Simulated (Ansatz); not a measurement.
# Gd (Im-3m): exchange couplings and spin waves by the force theorem

Theory: DFT, PBE, all-electron PAW with datasets made for the crystal, scalar-relativistic (Ansatz 0.2.0).

Command: `ansatz run input.yaml --threads 2 --pin off --max-ram 5120MiB --backend cpu --events-out ev --progress --plain --runs-dir out`

```yaml
crystal:
  lattice:
    - [-2.025, 2.025, 2.025]
    - [2.025, -2.025, 2.025]
    - [2.025, 2.025, -2.025]
  atoms:
    - { symbol: Gd, position: [0.0, 0.0, 0.0], spin: 7.4 }
magnetization:
  spin_polarized: true
kpoints:
  mp_grid: { grid: [12, 12, 12] }
  band_path:
    path:
      - [0.0, 0.0, 0.0]
      - [0.5, -0.5, 0.5]
      - [0.0, 0.0, 0.5]
      - [0.0, 0.0, 0.0]
      - [0.25, 0.25, 0.25]
      - [0.5, -0.5, 0.5]
      - [0.25, 0.25, 0.25]
      - [0.0, 0.0, 0.5]
    npoints: 8
scf:
  occupations: { method: fermi_dirac, width: 0.03 }
hamiltonian:
  xc: pbe
  pseudopotentials: { kind: all_electron, datasets: crystal }
output:
  eigenvalues: false
  eigenstates:
    nscf_kmesh: { grid: [12, 12, 12] }
    top_band: c21
    exchange_couplings: { magnetic: [{ species: Gd }] }
```

Log:

```
settings of this run that can trade accuracy for cost: output.eigenvalues: false. Do not mix this run's numbers with those of runs without the same settings; the input reference describes each key
hamiltonian.pseudopotentials.datasets: crystal makes datasets for this crystal and solves the spheres of its atoms anew in each pass: cutoff 310.0 eV, the density's 1240.0 eV; for an error of 0.50 meV an atom under PBE, 0.5 meV for the cell; an energy difference from a run of another recipe may be off by several times the error for the cell, under r2SCAN by more, where some 0.1 meV an atom stays a …
band count auto-derived: 18 (N_el = 18.0; filled up to band 9; 17 by the electrons, moments and atoms)
Engine: ansatz 0.2.0
Pseudopotentials: kind: all_electron
Pseudopotential: Gd, paw, valence charge 18, recommended cutoff 310 eV (normal), crystal/all_electron/pbe/scalar/gaussian/Gd, Koelling and Harmon's equation, gaussian nucleus
Functional definition: PBE
  parameter kappa = 0.804
  parameter beta = 0.06672455060314922
  exchange = pbe_x(kappa = kappa, mu = beta*pi^2/3)
  correlation = pbe_c(beta = beta)
a search for the magnetic state begins, with frozen cores and fixed partial waves. It gives no result and prints no iterations
the search for the magnetic state of this step took 9 SCF iterations with frozen cores. It stayed in its first state, in which the spheres begin
Crystal: 1 atoms, lattice volume = 33.215 Å³
Basis set: ecut = 310 eV, 381 PW (Γ), exchange–correlation on 48×48×48 points (8 copies of the dense FFT grid, shifted against one another)
Bands: 18, of which v1, the nominal top of the filled ones, is band 9 counted from 1 (8 counted from 0)
Symmetry: 48 space group operations
Space group: Im-3m (ITA 229), of the structure as read, at distance tolerance 3.2e-5 Å
Magnetic group: BNS 229.140 (UNI 1642), of the structure as read, at distance tolerance 3.2e-5 Å
k-points: 72 of 1728
Non-local potential: Gd, projectors of the file, l = 0: 2, l = 1: 2, l = 2: 1, l = 3: 2
PAW form: soft (Blöchl's): semilocal exchange-correlation on the pseudo side does not see the compensation charge
PAW one-centre angular grid: Gd, 590 points (default); XC on its mesh's 1837 points in the sphere
Initial density: read from a saved state, or passed on in memory by an earlier SCF of this step, an earlier step, the calling program or the single point that the run made first
Starting moments: Σ|m| = 7.4 μB on 1 of 1 site; this step starts from the density that it was given
Initial wavefunctions: pseudopotential atomic-orbital guess
Functional: x = pbe(κ = 0.804, μ = 0.2195149727645171), c = pbe(β = 0.06672455060314922)
[...]
Past the cutoff: waves up to 1.5 times it would add -0.000461 eV an atom, which no energy here includes
By the cutoff:   a pressure is off by up to 0.017 GPa (6 times that energy over an atom's volume, and 0.004 GPa: a bound that held against runs at twice the plane waves)
Past the cutoffs: a stress includes -0.0009 GPa for waves and charges beyond them
In the spheres:  the bands' charges fall short by 2.0e-7 e at most (sound up to 1e-3)
Fermi energy:    14.160719 eV
--- Per-component energies (eV) ---
  E_band       = 2.248474
  E_kinetic    = 248.421398
  E_local      = -1794.774654  (includes V_loc(G=0)·N_el)
  E_nonlocal   = 122.316793
  E_hartree    = 850.076517
  E_xc         = -118.490759
  E_vxc        = -153.786169  (∫ρ·V_xc dr)
  E_paw        = -309359.503234  (= ΣΔE_a)
  E_vpaw       = -5574.998288  (= ΣTr[D̂ρ^β])
  E_ewald      = -2096.146859
  E_smearing   = -0.005514  (= −TS)
  E_closure    = 5454.915599  (closes the sum)
  Σ components = -306693.190713   (vs F -306693.190713, Δ=0.00e0)
  The terms above E_closure are by the made datasets' own strengths, without shells solved beside the bands.
--- Band table (eV; the first three rows and the last of 144) ---
  k-point 0 ↑: bands = ["-31.1079", "-8.1729", "-8.1729", "-8.1729", "9.1199", "9.3437", "9.3437", "9.3437", "9.4722", "9.4722", "9.4722", "9.5017", "15.4504", "15.4504", "15.4504", "17.6766"]
  k-point 1 ↑: bands = ["-31.1035", "-8.2224", "-8.1883", "-8.1731", "9.3171", "9.3463", "9.3485", "9.3496", "9.4665", "9.4695", "9.4699", "9.4938", "15.3135", "15.3990", "15.6574", "17.4660"]
  k-point 2 ↑: bands = ["-31.0914", "-8.3551", "-8.2301", "-8.1737", "9.3524", "9.3623", "9.3662", "9.4513", "9.4523", "9.4645", "9.4843", "9.8683", "14.9706", "15.1527", "16.2609", "17.2123"]
  k-point 71 ↓: bands = ["-27.7702", "-6.2845", "-6.2845", "-6.2845", "13.0617", "13.0617", "14.5395", "14.6080", "14.6080", "14.6080", "14.8020", "14.8020", "14.8020", "21.0865", "21.0865", "21.0865"]
settings of this run that can trade accuracy for cost: output.eigenvalues: false. Do not mix this run's numbers with those of runs without the same settings; the input reference describes each key
```

exchange_couplings.tsv:

```
# site	partner	cell_1	cell_2	cell_3	displacement_x_ang	displacement_y_ang	displacement_z_ang	distance_ang	coupling_mev
# format = ansatz-exchange-couplings/3
# nscf_kmesh_grid = 12 12 12
# n_bands = 30
# mesh_fermi_ev = 14.161
# occupation_method = fermi_dirac
# smearing_width_ev = 0.03
# xc_rung = gga
# a1_ang = -2.025 2.025 2.025
# a2_ang = 2.025 -2.025 2.025
# a3_ang = 2.025 2.025 -2.025
# atom = 0 Gd magnetic 0 0 0 7.6247 18.692 0.34042 -
# moments = constrained
# kernel_scale = 0.99955
# constrained_moments_mub = 7.2952
# turning_moments_mub = 7.6247
# rigid_open_turn_ev = 0.028245
# field_residual = 0.0074975
# moved_by_upper_bands = 0.062487
# mean_field_moved_by_upper_bands = 0.014134
# mean_field_temperature_k = 357.53
# mean_field_q_frac = -0.5 -0.5 -0.5
# no_ordering_temperature = state_not_lowest
# no_stiffness = state_not_lowest
# whole_within_ang = 21.044
0	0	-1	-1	-1	-2.025	-2.025	-2.025	3.5074	-1.935
0	0	-1	0	0	2.025	-2.025	-2.025	3.5074	-1.935
0	0	0	-1	0	-2.025	2.025	-2.025	3.5074	-1.935
0	0	0	0	-1	-2.025	-2.025	2.025	3.5074	-1.935
0	0	0	0	1	2.025	2.025	-2.025	3.5074	-1.935
0	0	0	1	0	2.025	-2.025	2.025	3.5074	-1.935
0	0	1	0	0	-2.025	2.025	2.025	3.5074	-1.935
0	0	1	1	1	2.025	2.025	2.025	3.5074	-1.935
0	0	-1	-1	0	0	0	-4.05	4.05	0.81111
0	0	-1	0	-1	0	-4.05	0	4.05	0.81111
0	0	0	-1	-1	-4.05	0	0	4.05	0.81111
0	0	0	1	1	4.05	0	0	4.05	0.81111
0	0	1	0	1	0	4.05	0	4.05	0.81111
0	0	1	1	0	0	0	4.05	4.05	0.81111
0	0	-2	-1	-1	0	-4.05	-4.05	5.7276	0.55716
0	0	-1	-2	-1	-4.05	0	-4.05	5.7276	0.55716
0	0	-1	-1	-2	-4.05	-4.05	0	5.7276	0.55716
0	0	-1	0	1	4.05	0	-4.05	5.7276	0.55716
0	0	-1	1	0	4.05	-4.05	0	5.7276	0.55716
0	0	0	-1	1	0	4.05	-4.05	5.7276	0.55716
[...]
```

magnon_bands.tsv:

```
# distance_inv_ang	q_1	q_2	q_3	is_on_mesh	least_cost_mev	mode	energy_mev	sense
# format = ansatz-magnon-bands/1
# nscf_kmesh_grid = 12 12 12
# whole_turn_by_bands_mev = 170.21
# magnetic_atoms = 0
# least_rotation_mev = -48.463
# least_rotation_q_frac = -0.5 -0.5 -0.5
# least_rotation_pattern = 1 0
0	0	0	0	1	0	1	0	1
0.19393	0.0625	-0.0625	0.0625	0	2.9393	1	1.542	1
0.38785	0.125	-0.125	0.125	0	6.4083	1	3.3619	1
0.58178	0.1875	-0.1875	0.1875	0	-1.2852	1	-0.67426	1
0.7757	0.25	-0.25	0.25	1	-18.887	1	-9.9082	1
0.96963	0.3125	-0.3125	0.3125	0	-25.135	1	-13.186	1
1.1636	0.375	-0.375	0.375	0	-30.65	1	-16.08	1
1.3575	0.4375	-0.4375	0.4375	0	-34.652	1	-18.179	1
1.5514	0.5	-0.5	0.5	1	-48.463	1	-25.424	1
1.6885	0.4375	-0.4375	0.5	0	-36.984	1	-19.402	1
1.8257	0.375	-0.375	0.5	0	-21.764	1	-11.418	1
1.9628	0.3125	-0.3125	0.5	0	-13.843	1	-7.2624	1
2.0999	0.25	-0.25	0.5	1	-5.6929	1	-2.9866	1
2.237	0.1875	-0.1875	0.5	0	1.0303	1	0.54049	1
2.3742	0.125	-0.125	0.5	0	3.3933	1	1.7802	1
2.5113	0.0625	-0.0625	0.5	0	1.7761	1	0.93179	1
2.6484	0	0	0.5	1	1.2985	1	0.68122	1
2.7855	0	0	0.4375	0	0.74625	1	0.39149	1
2.9227	0	0	0.375	0	1.2974	1	0.68064	1
3.0598	0	0	0.3125	0	3.2122	1	1.6851	1
3.1969	0	0	0.25	1	5.4835	1	2.8767	1
3.334	0	0	0.1875	0	7.2921	1	3.8255	1
3.4712	0	0	0.125	0	4.7462	1	2.4899	1
3.6083	0	0	0.0625	0	1.1746	1	0.61621	1
3.7454	0	0	0	1	0	1	0	1
3.9134	0.03125	0.03125	0.03125	0	1.509	1	0.79167	1
4.0813	0.0625	0.0625	0.0625	0	3.451	1	1.8104	1
4.2493	0.09375	0.09375	0.09375	0	3.2875	1	1.7247	1
4.4172	0.125	0.125	0.125	0	2.4663	1	1.2938	1
4.5851	0.15625	0.15625	0.15625	0	0.77215	1	0.40508	1
4.7531	0.1875	0.1875	0.1875	0	-4.0525	1	-2.126	1
4.921	0.21875	0.21875	0.21875	0	-8.6461	1	-4.5358	1
5.089	0.25	0.25	0.25	1	-11.296	1	-5.9262	1
5.2569	0.28125	0.15625	0.28125	0	-8.624	1	-4.5243	1
5.4249	0.3125	0.0625	0.3125	0	-2.6009	1	-1.3645	1
5.5928	0.34375	-0.03125	0.34375	0	-0.74501	1	-0.39084	1
5.7608	0.375	-0.125	0.375	0	-4.0474	1	-2.1233	1
[...]
```

In the table E = −Σ J e_i·e_j over ordered pairs, so positive J favours parallel moments; the file's long notes are left out. The flag state_not_lowest says that some rotation lowers the energy by these couplings, so the mean-field temperature in the header isn't an ordering temperature of this state, and negative spin-wave energies mark the unstable rotations. Convergence in k wasn't tested.

Site moments (μB): Gd 7.36. Cell moment 7.66 μB.

The magnetic group in the log treats spin as a scalar label, without spin–orbit coupling.

Without U a semilocal functional puts the f levels too near the Fermi level, which can change moments and the order of magnetic states; site and cell moments are spin moments. Spin–orbit coupling is left out although heavy atoms are present. With open f shells a run can end in a state that isn't the lowest. The program couldn't verify every level among the many empty bands that the force theorem sums over. None of this fixes the real material's magnetic order: only patterns that fit the cell were computed, without spin fluctuations and on one mesh and smearing, with a functional that can overstate moments.

It took 45 s on 2 threads of Intel(R) Xeon(R) 6975P-C (Granite Rapids), on a shared host, peak memory 1 GiB.
